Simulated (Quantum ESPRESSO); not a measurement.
**Al: phonons at U under several settings**

```
CELL_PARAMETERS angstrom
0.00000 2.02481 2.02481
2.02481 0.00000 2.02481
2.02481 2.02481 0.00000
ATOMIC_POSITIONS crystal
Al 0.00000 0.00000 0.00000
```

All runs used Quantum ESPRESSO 7.5; k mesh 11 × 11 × 11; no spin polarisation.

```csv
level,potentials,geometry,cutoff (eV),occupations,volume (Å³/atom),pressure (GPa),frequencies (cm⁻¹)
PBEsol,PseudoDojo 0.4.1 SR PBEsol standard,"given cell, atoms relaxed",544,"gaussian, width 0.136 eV",16.60,?,?
LDA,GBRV 1.5 LDA,relaxed cell,612,"methfessel-paxton, width 0.136 eV",15.83,0.0,175 265 288
```

Problem. What stands in the row left open?

Solution. Pressure -2.1 GPa; frequencies 173 256 277 cm⁻¹.

Caveats: the q point doesn't lie on the k mesh, which can shift a metal's frequencies strongly unless the mesh is converged.

For the row left open. Caveat: the q point doesn't lie on the k mesh, which can shift a metal's frequencies strongly unless the mesh is converged.
